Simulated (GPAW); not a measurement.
## Co2 Os3 Co2 0001: parallel and opposed starts

Does Co2 Os3 Co2 0001 prefer parallel or opposed moments, or none?

Calculated with GPAW 26.7.0; PBE; plane waves with GPAW's PAW setups, scalar-relativistic.

## 1. The starting structure

The cell holds 7 atoms: 4 Co and 3 Os. Cell: a = 2.734 Å, b = 2.734 Å, c = 23.632 Å, α = 90.0°, β = 90.0°, γ = 120.0°. ideal sites on the substrate's mesh, layer spacings from atomic volumes, unrelaxed, 12 A of vacuum. Vacuum lies along c.

As a file:

```cif
data_structure
_symmetry_space_group_name_H-M 'P 1'
_symmetry_Int_Tables_number 1
_cell_length_a 2.7340
_cell_length_b 2.7340
_cell_length_c 23.6323
_cell_angle_alpha 90.000
_cell_angle_beta 90.000
_cell_angle_gamma 120.000
_cell_volume 152.98
loop_
_atom_site_label
_atom_site_type_symbol
_atom_site_fract_x
_atom_site_fract_y
_atom_site_fract_z
_atom_site_occupancy
Co1 Co 0.00000 0.00000 0.25389 1
Co2 Co 0.33333 0.66667 0.32645 1
Os3 Os 0.00000 0.00000 0.40848 1
Os4 Os 0.33333 0.66667 0.50000 1
Os5 Os 0.00000 0.00000 0.59152 1
Co6 Co 0.33333 0.66667 0.67355 1
Co7 Co 0.00000 0.00000 0.74611 1
```

## 2. Order 1, typed as ferro ++++

The parallel start comes first: it fits the smallest cell, keeps the most symmetry and shows whether parallel moments form.

Contents of order1.py:

```python
import json
import numpy as np
from ase import Atoms
from ase.parallel import paropen, parprint
from gpaw import GPAW

atoms = Atoms(['Co', 'Co', 'Os', 'Os', 'Os', 'Co', 'Co'],
    cell=[[2.734, 0.0, 0.0],
         [-1.367, 2.367713, 0.0],
         [0.0, 0.0, 23.632346]],
    scaled_positions=[[0.0, 0.0, 0.253889],
         [0.333333, 0.666667, 0.326448],
         [0.0, 0.0, 0.408485],
         [0.333333, 0.666667, 0.5],
         [0.0, 0.0, 0.591515],
         [0.333333, 0.666667, 0.673552],
         [0.0, 0.0, 0.746111]],
    pbc=True,
    magmoms=[1.8, 1.8, 0.0, 0.0, 0.0, 1.8, 1.8])
atoms.calc = GPAW(mode={'name': 'pw', 'ecut': 450},
    xc='PBE',
    kpts={'size': (20, 20, 1), 'gamma': True},
    occupations={'name': 'fermi-dirac', 'width': 0.05},
    convergence={'density': 1e-05, 'energy': 1e-05},
    maxiter=200,
    mixer={'name': 'pulay', 'beta': 0.03, 'nmaxold': 8, 'weight': 100},
    symmetry={'tolerance': 1e-4},
    txt='order1.txt')
e = atoms.get_potential_energy(force_consistent=True)
res = {'free_energy': e, 'energy_sigma0': atoms.get_potential_energy(), 'fermi_energy': atoms.calc.get_fermi_level()}
res['moments'] = atoms.get_magnetic_moments().tolist()
res['total'] = atoms.get_magnetic_moment()
parprint('site moments (muB):', np.round(res['moments'], 3))
parprint(f"total moment: {res['total']:.3f} muB")
parprint(f'free energy: {e:.6f} eV')
atoms.calc.write('order1.gpw')
with paropen('results.json', 'w') as f:
    json.dump(res, f)
```

On the command line:

```bash
OMP_NUM_THREADS=1 mpirun -n 4 gpaw python order1.py > order1.log
```

The next run changes these lines of the input before it:

```diff
@@ -18,3 +18,3 @@
     pbc=True,
-    magmoms=[1.8, 1.8, 0.0, 0.0, 0.0, 1.8, 1.8])
+    magmoms=[1.8, 1.8, 0.0, 0.0, 0.0, -1.8, -1.8])
 atoms.calc = GPAW(mode={'name': 'pw', 'ecut': 450},
@@ -27,3 +27,3 @@
     symmetry={'tolerance': 1e-4},
-    txt='order1.txt')
+    txt='order2.txt')
 e = atoms.get_potential_energy(force_consistent=True)
@@ -35,3 +35,3 @@
 parprint(f'free energy: {e:.6f} eV')
-atoms.calc.write('order1.gpw')
+atoms.calc.write('order2.gpw')
 with paropen('results.json', 'w') as f:
```

Q: Predict the largest site moment.

The site moments add up to 6.51 μB, near the cell's 6.40 μB; the space between the atoms is polarised against them. Symmetry leaves 4 kinds of site among the 7 atoms, and equivalent atoms carry values of equal size. The lowest state found is ferromagnetic, reached from the start ferro ++++, with moments up to 1.85 μB.

```
lowest state found  : ferromagnetic (started as ferro ++++)
largest site moment : 1.85 μB
next state          : antiferromagnetic, 1.11 meV a seeded atom higher
```

The two lowest states lie so close that the mesh, the functional or spin–orbit coupling could swap them. Only 2 starts are shown; other collinear patterns, canted and longer-period orders are not.

[Logs and program files are shortened in this print: banners, set-up blocks, solver, clock and traceback lines can be left out without a mark of their own.]

[Logs are printed without paths, hosts, clocks, repeated set-up lines and the standing remarks that a program may print on its own settings, such as how far it seeks lower states.]

[Hosts, paths, dates, database ids (printed as entryN), source tags and the programs' standing remarks are cut or masked in the printed files.]

[Where a cell is said to come from a database of computed structures, the database is the Materials Project.]
